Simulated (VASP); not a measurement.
# Re in VASP: reference runs

Aim: a first look at Re with PBE, on the cell as given.

All numbers are computed with VASP 6.6.1; they aren't measurements. Logs are shortened: lines on timing, memory, paths and dates and some standing lists are left out, and cuts for length are marked.

### 1 The undisturbed slab

The cell holds a slab with vacuum, 5 atoms: a = 2.765 Å, b = 2.765 Å, c = 23.947 Å, α = 90.00°, β = 90.00°, γ = 120.00°.

The slab is cut from a database's or a generator's crystal, which needn't be the stable form of the element.

### 2 Single point, PBE (the (0 0 1) slab of Re, cut from the database cell, not relaxed)

INCAR

```
SYSTEM = Re
ALGO = Normal
DIPOL = 0.5 0.5 0.500
EDIFF = 1E-7
ENCUT = 520
GGA = PE
IDIPOL = 3
ISIF = 2
ISMEAR = -1
LASPH = .True.
LCHARG = .False.
LDIPOL = .True.
LREAL = .False.
LWAVE = .False.
NBANDS = 26
NELM = 80
PREC = Accurate
SIGMA = 0.05
```

KPOINTS

```
k-points
0
Gamma
  11 11 1
  0 0 0
```

POSCAR

```
Re
1.0
    2.7653363785      0.0000000000      0.0000000000
   -1.3826681892      2.3948515538      0.0000000000
    0.0000000000      0.0000000000     23.9471532600
Re
5
Direct
    0.3333333300      0.6666666600      0.3131896271
    0.6666666700      0.3333333400      0.4065948136
    0.3333333300      0.6666666600      0.5000000000
    0.6666666700      0.3333333400      0.5934051864
    0.3333333300      0.6666666600      0.6868103729
```

Potentials or basis: VASP PAW PBE potentials, release 64 (Re).

On the command line:

```sh
> cat potpaw_PBE.64/Re/POTCAR > POTCAR
> mpirun -np 1 vasp_std > vasp.out
```

OUTCAR:

```text
SYSTEM = Re
   EDIFF = 1E-7
   ENCUT = 520
   GGA = PE
   ISIF = 2
   ISMEAR = -1
   LASPH = .True.
   LREAL = .False.
   NELM = 80
   PREC = Accurate

 ion  position               nearest neighbor table
   1  0.333  0.667  0.313-   2 2.75   2 2.75   2 2.75
   2  0.667  0.333  0.407-   3 2.75   3 2.75   1 2.75   1 2.75   3 2.75   1 2.75
   3  0.333  0.667  0.500-   2 2.75   4 2.75   2 2.75   4 2.75   2 2.75   4 2.75
   4  0.667  0.333  0.593-   3 2.75   3 2.75   5 2.75   5 2.75   3 2.75   5 2.75
   5  0.333  0.667  0.687-   4 2.75   4 2.75   4 2.75

  LATTYP: Found a hexagonal cell.
 ALAT       =     2.7653363785
 C/A-ratio  =     8.6597614114

  Lattice vectors:

 A1 = (   2.7653363785,   0.0000000000,   0.0000000000)
 A2 = (  -1.3826681892,   2.3948515538,   0.0000000000)
 A3 = (   0.0000000000,   0.0000000000,  23.9471532600)

Analysis of symmetry for initial positions (statically):
=====================================================================
 Subroutine PRICEL returns:
 Original cell was already a primitive cell.

 Routine SETGRP: Setting up the symmetry group for a
 hexagonal supercell.

 Subroutine GETGRP returns: Found 12 space group operations
 (whereof 12 operations were pure point group operations)
 out of a pool of 24 trial point group operations.

The static configuration has the point symmetry D_3h.

Analysis of symmetry for dynamics (positions and initial velocities):
=====================================================================
 Subroutine PRICEL returns:
 Original cell was already a primitive cell.

 Routine SETGRP: Setting up the symmetry group for a
 hexagonal supercell.

 Subroutine GETGRP returns: Found 12 space group operations
 (whereof 12 operations were pure point group operations)
 out of a pool of 24 trial point group operations.

The dynamic configuration has the point symmetry D_3h.

 Subroutine INISYM returns: Found 12 space group operations
 (whereof 12 operations are pure point group operations),
 and found     1 'primitive' translations

----------------------------------------------------------------------------------------

                                     Primitive cell

  volume of cell :     158.5917

  direct lattice vectors                    reciprocal lattice vectors
     2.765336378  0.000000000  0.000000000     0.361619660  0.208781208  0.000000000
    -1.382668189  2.394851554  0.000000000     0.000000000  0.417562416  0.000000000
[... 92 lines left out ...]
   PSTRESS=    0.0 pullay stress
   NELECT =      35.0000    total number of electrons
   NUPDOWN=      -1.0000    fix difference up-down
   EMIN   =  10.00;   EMAX   =-10.00  energy-range for DOS
   EFERMI =   0.00;   METHOD = LEGACY
   ISMEAR =    -1;   SIGMA  =   0.05  broadening in eV -4-tet -1-fermi 0-gaus
   EFERMI_NEDOS =   21; number of points for ismear=-14 and -15
   IALGO  =     38    algorithm
   IMIX   =      4    mixing-type and parameters
     AMIX     =   0.40;   BMIX     =  1.00
     AMIX_MAG =   1.60;   BMIX_MAG =  1.00
  volume/ion in A,a.u.               =      31.72       214.05
  Fermi-wavevector in a.u.,A,eV,Ry     =   0.989321  1.869546 13.316792  0.978757
  Thomas-Fermi vector in A             =   2.120912
   LORBIT       =      0    0 simple, 1 ext, 2 COOP (PROOUT), +10 PAW based schemes
   GGA     = PE    functional components
   LHFCALC =     F    Hartree Fock is set to
   AEXX    =    0.0000 exact exchange contribution
   IVDW    =     0    specifies the selected vdW correction
   LEPSILON=     F    determine dielectric tensor
   LRPA    =     F    only Hartree local field effects (RPA)
 non-spin polarized calculation
  energy-cutoff  :      520.00
  volume of cell :      158.59
 maximum number of plane-waves:      4303
 NGX is ok and might be reduce to    24
   NGX = 11   NGY = 11   NGZ = 89

 dipolmoment           0.000000      0.000000      0.000000 electrons x Angstroem

 number of electron      35.0000000 magnetization

 dipolmoment           0.000000      0.000000     -0.000000 electrons x Angstroem

 Free energy of the ion-electron system (eV)
  ---------------------------------------------------
  ext. energy  EPLUGINS =         0.00000000
  ---------------------------------------------------
  free energy    TOTEN  =       -59.80390954 eV

  energy without entropy =      -59.76757707  energy(sigma->0) =      -59.78574330

 E-fermi :   1.0449     XC(G=0):  -7.2883

 val. band max:        1.0442729417   @ k =   0.0909   0.0909   0.0000
 cond. band min:       1.0510157304   @ k =   0.3636   0.2727   0.0000
 fundamental gap:      0.0067427887
 Fermi energy:         1.0448502370

 k-point     1 :       0.0000    0.0000    0.0000
  band No.  band energies     occupation
      1      -8.4697      2.00000
      2      -7.4788      2.00000
      3      -6.2313      2.00000
      4      -5.5663      2.00000
      5      -5.5244      2.00000
      6      -1.2587      2.00000
[... 453 lines left out ...]
     25       4.4900      0.00000
     26       7.8544      0.00000

------------------------ aborting loop because EDIFF is reached ----------------------------------------

 vacuum level on the upper side and lower side of the slab       (xc-potential included)        -0.128        -0.128

  FORCE on cell =-STRESS in cart. coord.  units (eV):
  Direction    XX          YY          ZZ          XY          YZ          ZX
  --------------------------------------------------------------------------------------
  -------------------------------------------------------------------------------------
  Total       -4.3966836     -4.3966836     -2.7025365     -0.0000000      0.0000000      0.0000000
  in kB      -44.4176249    -44.4176249    -27.3024547     -0.0000000      0.0000000      0.0000000
  external PRESSURE =     -38.7125682 kB  Pullay stress =       0.0000000 kB

 VOLUME and BASIS-vectors are now :
 -----------------------------------------------------------------------------
  energy-cutoff  :      520.00
  volume of cell :      158.59
      direct lattice vectors                 reciprocal lattice vectors
     2.765336378  0.000000000  0.000000000     0.361619660  0.208781208  0.000000000
    -1.382668189  2.394851554  0.000000000     0.000000000  0.417562416  0.000000000
     0.000000000  0.000000000 23.947153260     0.000000000  0.000000000  0.041758617

 POSITION                                       TOTAL-FORCE (eV/Angst)
 -----------------------------------------------------------------------------------
      0.00000      1.59657      7.50000         0.000000     -0.000000      0.846692
      1.38267      0.79828      9.73679        -0.000000      0.000000     -1.105576
      0.00000      1.59657     11.97358         0.000000      0.000000      0.000000
      1.38267      0.79828     14.21036        -0.000000     -0.000000      1.105576
      0.00000      1.59657     16.44715         0.000000     -0.000000     -0.846692
 -----------------------------------------------------------------------------------
    total drift:                                0.000000      0.000000     -0.000000

  FREE ENERGIE OF THE ION-ELECTRON SYSTEM (eV)
  ---------------------------------------------------
  free  energy   TOTEN  =       -59.8039095386 eV

  energy  without entropy=      -59.7675770669  energy(sigma->0) =      -59.78574330

 vacuum level on the upper side and lower side of the slab         6.029         6.029
```

Run time: 3.9 min. Hardware: 1 thread of Intel Xeon Platinum 8488C (Sapphire Rapids), shared host; peak memory 0.31 GiB.

Results:

| Item | Value |
| --- | --- |
| Free energy | -59.8039 eV |
| Largest force | 1.106 eV/Å |
| Band gap on the k mesh | none (metal or under the smearing width) |

Forces in eV/Å, atoms in the order of the input:
```
Re   0.000  0.000  0.847
Re   0.000  0.000 -1.106
Re   0.000  0.000  0.000
Re   0.000  0.000  1.106
Re   0.000  0.000 -0.847
```
